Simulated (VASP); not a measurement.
# Ce (Im-3m) in VASP: a series of runs

One crystal, Ce, is run at these levels: PBE; tasks: single point.

Program: VASP 6.6.1. These are calculated values, not measurements. Logs are shortened: lines on timing, memory, paths and dates and some standing lists are left out, and cuts for length are marked.

## 1. The structure

It takes space group Im-3m (No. 229, cubic). Conventional cell: a = 3.887 Å, b = 3.887 Å, c = 3.887 Å, α = 90.00°, β = 90.00°, γ = 90.00°. Around Ce (site symmetry m-3m) lie 8 Ce at 3.37 Å.

This isn't the form of Ce at room conditions, which is fcc.

## 2. Single point, PBE, collinear spin, ferromagnetic start

INCAR reads:

```
PREC     = Accurate       # precision mode
ENCUT    = 450            # plane-wave cutoff, eV
EDIFF    = 1E-6           # SCF threshold, eV
ISMEAR   = 0              # smearing method
SIGMA    = 0.2            # smearing width, eV
LREAL    = F              # projectors in reciprocal space
LASPH    = T              # aspherical terms in the spheres
NELM     = 100            # most SCF steps
ALGO     = Normal         # electronic algorithm
ISIF     = 2              # what is computed and relaxed
LWAVE    = F              # write WAVECAR
LCHARG   = F              # write CHGCAR
ISPIN    = 2              # spin polarisation
MAGMOM   = 1              # initial moments
LORBIT   = 11             # projections on sites
LMAXMIX  = 6              # l up to which the mixer works
GGA      = PE             # functional
NBANDS   = 16             # bands
ADDGRID  = F
```

KPOINTS reads:

```
regular mesh
0
Gamma
  9 9 9
```

POSCAR reads:

```
Ce
1.0
   -1.9432985503      1.9432985503      1.9432985503
    1.9432985503     -1.9432985503      1.9432985503
    1.9432985503      1.9432985503     -1.9432985503
Ce
1
Direct
    0.0000000000      0.0000000000      0.0000000000
```

Potentials or basis: VASP PAW PBE potentials, release 64 (Ce).

Started as:

```bash
$ cat potpaw_PBE.64/Ce/POTCAR > POTCAR
$ mpirun -np 1 vasp_std > vasp.out
```

OUTCAR:

```text
PREC = Accurate
   ENCUT = 450
   EDIFF = 1E-6
   ISMEAR = 0
   LREAL = F
   LASPH = T
   NELM = 100
   ISIF = 2
   ISPIN = 2
   LORBIT = 11
   GGA = PE

 Found     35 irreducible k-points:

 Following reciprocal coordinates:
            Coordinates               Weight
  0.000000  0.000000  0.000000      1.000000
  0.111111  0.000000  0.000000     12.000000
  0.222222  0.000000  0.000000     12.000000
  0.333333  0.000000  0.000000     12.000000
  0.444444  0.000000  0.000000     12.000000
  0.111111  0.111111  0.000000     24.000000
   k-points           NKPTS =     35   k-points in BZ     NKDIM =     35   number of bands    NBANDS=     16
   number of dos      NEDOS =    301   number of ions     NIONS =      1
   total plane-waves  NPLWV =  13824
   dimension x,y,z NGX =    24 NGY =   24 NGZ =   24
   dimension x,y,z NGXF=    48 NGYF=   48 NGZF=   48
   ions per type =               1
   NGX,Y,Z   is equivalent  to a cutoff of  11.85, 11.85, 11.85 a.u.
   NGXF,Y,Z  is equivalent  to a cutoff of  23.71, 23.71, 23.71 a.u.
 SYSTEM =  unknown system
   PREC   = accura    normal or accurate (medium, high low for compatibility)
   ISTART =      0    job   : 0-new  1-cont  2-samecut
   ICHARG =      2    charge: 1-file 2-atom 10-const
   ISPIN  =      2    spin polarized calculation?
   LNONCOLLINEAR =      F non collinear calculations
   LSORBIT =      F    spin-orbit coupling
   LASPH  =      T    aspherical Exc in radial PAW
   ENCUT  =  450.0 eV  33.07 Ry    5.75 a.u.   5.82  5.82  5.82*2*pi/ulx,y,z
   NELM   =    100;   NELMIN=  2; NELMDL= -5     # of ELM steps
   EDIFF  = 0.1E-05   stopping-criterion for ELM
   LREAL  =      F    real-space projection
   EDIFFG = 0.1E-04   stopping-criterion for IOM
   NSW    =      0    number of steps for IOM
   IBRION =     -1    ionic relax: 0-MD 1-quasi-New 2-CG
   NFREE  =      0    steps in history (QN), initial steepest desc. (CG)
   ISIF   =      2    stress and relaxation
   ISYM   =      2    0-nonsym 1-usesym 2-fastsym
   POTIM  = 0.5000    time-step for ionic-motion
   TEBEG  =    0.0;   TEEND  =   0.0 temperature during run
   PSTRESS=    0.0 pullay stress
   NELECT =      12.0000    total number of electrons
   NUPDOWN=      -1.0000    fix difference up-down
   EMIN   =  10.00;   EMAX   =-10.00  energy-range for DOS
   EFERMI =   0.00;   METHOD = LEGACY
   ISMEAR =     0;   SIGMA  =   0.20  broadening in eV -4-tet -1-fermi 0-gaus
   EFERMI_NEDOS =   21; number of points for ismear=-14 and -15
   IALGO  =     38    algorithm
   IMIX   =      4    mixing-type and parameters
     AMIX     =   0.40;   BMIX     =  1.00
     AMIX_MAG =   1.60;   BMIX_MAG =  1.00
  volume/ion in A,a.u.               =      29.35       198.10
  Fermi-wavevector in a.u.,A,eV,Ry     =   1.214998  2.296014 20.085209  1.476221
  Thomas-Fermi vector in A             =   2.350400
   LORBIT       =     11    0 simple, 1 ext, 2 COOP (PROOUT), +10 PAW based schemes
   GGA     = PE    functional components
   LHFCALC =     F    Hartree Fock is set to
   AEXX    =    0.0000 exact exchange contribution
   IVDW    =     0    specifies the selected vdW correction
   LEPSILON=     F    determine dielectric tensor
   LRPA    =     F    only Hartree local field effects (RPA)
 spin polarized calculation
 Gauss-broadening in eV      SIGMA  =   0.20
  energy-cutoff  :      450.00
  volume of cell :       29.35
 maximum number of plane-waves:       655
   NGX = 11   NGY = 11   NGZ = 11

 number of electron      12.0000000 magnetization       0.8569764

 Free energy of the ion-electron system (eV)
  ---------------------------------------------------
  ext. energy  EPLUGINS =         0.00000000
  ---------------------------------------------------
  free energy    TOTEN  =        -5.74006039 eV

  energy without entropy =       -5.63686534  energy(sigma->0) =       -5.68846287

 E-fermi :   8.2651     XC(G=0): -10.7827

 val. band max:        8.2517402208   @ k =  -0.4444  -0.4444   0.1111
 cond. band min:       8.2734570416   @ k =  -0.4444   0.4444   0.2222
 fundamental gap:      0.0217168208
 Fermi energy:         8.2650994791

 spin component 1

 k-point     1 :       0.0000    0.0000    0.0000
  band No.  band energies     occupation
      1     -26.5162      1.00000
      2      -8.0715      1.00000
      3      -8.0715      1.00000
      4      -8.0715      1.00000
      5       5.0557      1.00000
      6       8.2218      0.62030
      7       8.2218      0.62030
      8       8.2218      0.62030
      9       9.0551      0.00000
     10       9.0551      0.00000
     11       9.0551      0.00000
     12       9.2815      0.00000
     13       9.8716      0.00000
     14       9.8716      0.00000
     15       9.8716      0.00000
     16      12.6733      0.00000

 k-point     2 :       0.1111    0.0000    0.0000
  band No.  band energies     occupation
      1     -26.4735      1.00000
      2      -8.3688      1.00000
      3      -8.1567      1.00000
      4      -8.0762      1.00000
      5       5.5424      1.00000
      6       8.1266      0.83630
      7       8.1960      0.68732
      8       8.2296      0.59915
      9       8.9355      0.00000
     10       8.9527      0.00000
     11       9.0255      0.00000
     12       9.1565      0.00000
     13       9.6760      0.00000
     14       9.9986      0.00000
     15      10.6104      0.00000
     16      12.3316      0.00000

 k-point     3 :       0.2222    0.0000    0.0000
  band No.  band energies     occupation
      1     -26.3616      1.00000
      2      -9.0593      1.00000
      3      -8.3641      1.00000
      4      -8.0883      1.00000
      5       6.4141      1.00000
      6       8.0898      0.89244
      7       8.1063      0.86928
      8       8.2513      0.53876
      9       8.7769      0.00015
     10       8.8408      0.00002
     11       8.9766      0.00000
     12       9.1389      0.00000
     13       9.2750      0.00000
     14      10.1312      0.00000
     15      12.1878      0.00000
     16      12.2563      0.00000

 k-point     4 :       0.3333    0.0000    0.0000
  band No.  band energies     occupation
      1     -26.2304      1.00000
      2      -9.7652      1.00000
      3      -8.5874      1.00000
      4      -8.1027      1.00000
      5       6.3864      1.00000
      6       7.9465      0.98786
      7       8.2767      0.46730
      8       8.4614      0.08253
      9       8.7096      0.00084
     10       8.8777      0.00001
     11       8.9627      0.00000
     12       8.9639      0.00000
     13       9.1398      0.00000
     14      10.8357      0.00000
     15      12.7769      0.00000
     16      13.3473      0.00000

 k-point     5 :       0.4444    0.0000    0.0000
  band No.  band energies     occupation
      1     -26.1419      1.00000
      2     -10.1925      1.00000
      3      -8.7267      1.00000
      4      -8.1124      1.00000
      5       6.0994      1.00000
      6       7.8071      0.99940
      7       8.2915      0.42605
      8       8.5185      0.03655
      9       8.6882      0.00139
     10       8.8292      0.00003
     11       8.9247      0.00000
     12       8.9801      0.00000
     13       9.1420      0.00000
     14      12.2239      0.00000
     15      13.0559      0.00000
     16      13.7137      0.00000

 k-point     6 :       0.1111    0.1111    0.0000
  band No.  band energies     occupation
      1     -26.3958      1.00000
      2      -8.8428      1.00000
      3      -8.2613      1.00000
      4      -8.1458      1.00000
      5       6.3061      1.00000
      6       7.9802      0.97801
      7       8.1121      0.86032
      8       8.2885      0.43422
      9       8.8146      0.00005
     10       8.9190      0.00000
     11       8.9207      0.00000
     12       9.0781      0.00000
     13       9.6234      0.00000
     14       9.8235      0.00000
     15      11.8152      0.00000
     16      12.0091      0.00000

 [... further k-points ...]

 spin component 2

 k-point     1 :       0.0000    0.0000    0.0000
  band No.  band energies     occupation
      1     -26.1879      1.00000
      2      -7.7759      1.00000
      3      -7.7759      1.00000
      4      -7.7759      1.00000
      5       5.3710      1.00000
      6       8.7011      0.00102
      7       8.7011      0.00102
      8       8.7011      0.00102
      9       9.3782      0.00000
     10       9.3782      0.00000
     11       9.3782      0.00000
     12       9.6005      0.00000
     13      10.1942      0.00000
     14      10.1942      0.00000
     15      10.1942      0.00000
     16      12.8518      0.00000

 k-point     2 :       0.1111    0.0000    0.0000
  band No.  band energies     occupation
      1     -26.1451      1.00000
      2      -8.0729      1.00000
      3      -7.8607      1.00000
      4      -7.7809      1.00000
      5       5.8576      1.00000
      6       8.5838      0.01212
      7       8.6613      0.00254
      8       8.7063      0.00091
      9       9.2561      0.00000
     10       9.2753      0.00000
     11       9.3486      0.00000
     12       9.4777      0.00000
     13      10.0167      0.00000
     14      10.3374      0.00000
     15      10.9323      0.00000
     16      12.5348      0.00000

 k-point     3 :       0.2222    0.0000    0.0000
  band No.  band energies     occupation
      1     -26.0327      1.00000
      2      -8.7631      1.00000
      3      -8.0672      1.00000
      4      -7.7939      1.00000
      5       6.7285      1.00000
      6       8.5145      0.03893
      7       8.5254      0.03285
      8       8.7166      0.00071
      9       9.0957      0.00000
     10       9.1595      0.00000
     11       9.3085      0.00000
     12       9.4610      0.00000
     13       9.6695      0.00000
     14      10.4936      0.00000
     15      12.4930      0.00000
     16      12.5077      0.00000

 k-point     4 :       0.3333    0.0000    0.0000
  band No.  band energies     occupation
      1     -25.9008      1.00000
      2      -9.4689      1.00000
      3      -8.2897      1.00000
      4      -7.8093      1.00000
      5       6.6908      1.00000
      6       8.3057      0.38695
      7       8.7207      0.00064
      8       8.8614      0.00001
      9       9.0276      0.00000
     10       9.2546      0.00000
     11       9.3197      0.00000
     12       9.4231      0.00000
     13       9.4621      0.00000
     14      11.1634      0.00000
     15      13.0328      0.00000
     16      13.5707      0.00000

 k-point     5 :       0.4444    0.0000    0.0000
  band No.  band energies     occupation
      1     -25.8119      1.00000
      2      -9.8963      1.00000
      3      -8.4285      1.00000
      4      -7.8196      1.00000
      5       6.3937      1.00000
      6       8.1349      0.82142
      7       8.7187      0.00067
      8       8.8766      0.00001
      9       9.0059      0.00000
     10       9.3241      0.00000
     11       9.3571      0.00000
     12       9.3718      0.00000
     13       9.4644      0.00000
     14      12.5266      0.00000
     15      13.3199      0.00000
     16      13.9369      0.00000

 k-point     6 :       0.1111    0.1111    0.0000
  band No.  band energies     occupation
      1     -26.0671      1.00000
      2      -8.5465      1.00000
      3      -7.9653      1.00000
      4      -7.8507      1.00000
      5       6.6213      1.00000
      6       8.4028      0.16518
      7       8.5458      0.02357
      8       8.7614      0.00022
      9       9.1334      0.00000
     10       9.2417      0.00000
     11       9.2489      0.00000
     12       9.4098      0.00000
     13       9.9852      0.00000
     14      10.1900      0.00000
     15      12.1359      0.00000
     16      12.2424      0.00000

 [... further k-points ...]

------------------------ aborting loop because EDIFF is reached ----------------------------------------

  FORCE on cell =-STRESS in cart. coord.  units (eV):
  Direction    XX          YY          ZZ          XY          YZ          ZX
  --------------------------------------------------------------------------------------
  -------------------------------------------------------------------------------------
  Total       -0.2173030     -0.2173030     -0.2173030     -0.0000000     -0.0000000      0.0000000
  in kB      -11.8603535    -11.8603535    -11.8603535     -0.0000000     -0.0000000      0.0000000
  external PRESSURE =     -11.8603535 kB  Pullay stress =       0.0000000 kB

 VOLUME and BASIS-vectors are now :
 -----------------------------------------------------------------------------
  energy-cutoff  :      450.00
  volume of cell :       29.35
      direct lattice vectors                 reciprocal lattice vectors
    -1.943298550  1.943298550  1.943298550     0.000000000  0.257294485  0.257294485
     1.943298550 -1.943298550  1.943298550     0.257294485  0.000000000  0.257294485
     1.943298550  1.943298550 -1.943298550     0.257294485  0.257294485  0.000000000

 POSITION                                       TOTAL-FORCE (eV/Angst)
 -----------------------------------------------------------------------------------
      0.00000      0.00000      0.00000         0.000000      0.000000      0.000000
 -----------------------------------------------------------------------------------
    total drift:                                0.000000      0.000000     -0.000000

  FREE ENERGIE OF THE ION-ELECTRON SYSTEM (eV)
  ---------------------------------------------------
  free  energy   TOTEN  =        -5.7400603883 eV

  energy  without entropy=       -5.6368653443  energy(sigma->0) =       -5.68846287

 total charge

# of ion       s       p       d       f       tot
--------------------------------------------------
    1        2.080   5.585   1.146   0.994   9.805

 magnetization (x)

# of ion       s       p       d       f       tot
--------------------------------------------------
    1        0.004   0.005   0.124   0.555   0.687
```

It took 19 s on 1 thread of Intel Xeon 6975P-C (Granite Rapids), shared host; peak memory 0.17 GiB.

These settings aren't checked as converged: the numbers below hold their error.

Results:

* Free energy: -5.7401 eV
* Pressure: -1.2 GPa
* Band gap on the k mesh: none (metal or under the smearing width)
* Net moment: 0.86 μB per cell
* Site moments: Ce +0.69 μB
* Valence electrons inside the program's atomic spheres: Ce 9.80

Caveat: the magnetic or orbital state may not be the lowest; spin-orbit coupling is left out, which moves the levels of the heavy elements.

## 3. Single point, PBE, collinear spin, ferromagnetic start

This run uses another cell than the first one, of the same volume but with other edges.

INCAR is that of step 2.

KPOINTS is that of step 2.

POSCAR reads:

```
Ce
1.0
   -1.9824590000      1.9831840000      1.9962140000
    1.9307920000     -1.9490850000      1.9104480000
    1.9370660000      1.9036920000     -1.9621150000
Ce
1
Direct
   -0.0084250000     -0.0182580000     -0.0014360000
```

Potentials or basis: VASP PAW PBE potentials, release 64 (Ce).

Started as:

```bash
$ cat potpaw_PBE.64/Ce/POTCAR > POTCAR
$ mpirun -np 1 vasp_std > vasp.out
```

Wall time 2 min (1 thread of Intel Xeon 6975P-C (Granite Rapids), shared host); peak memory 0.34 GiB.

These settings aren't checked as converged: the numbers below hold their error.

Results:

```
Free energy                                           : -5.7385 eV
Pressure                                              : -1.3 GPa
Band gap on the k mesh                                : none (metal or under the smearing width)
Net moment                                            : 0.85 μB per cell
Site moments                                          : Ce +0.69 μB
Valence electrons inside the program's atomic spheres : Ce 9.81
```

Caveat: the magnetic or orbital state may not be the lowest; spin-orbit coupling is left out, which moves the levels of the heavy elements.

(Continued in part 2 of 2.)
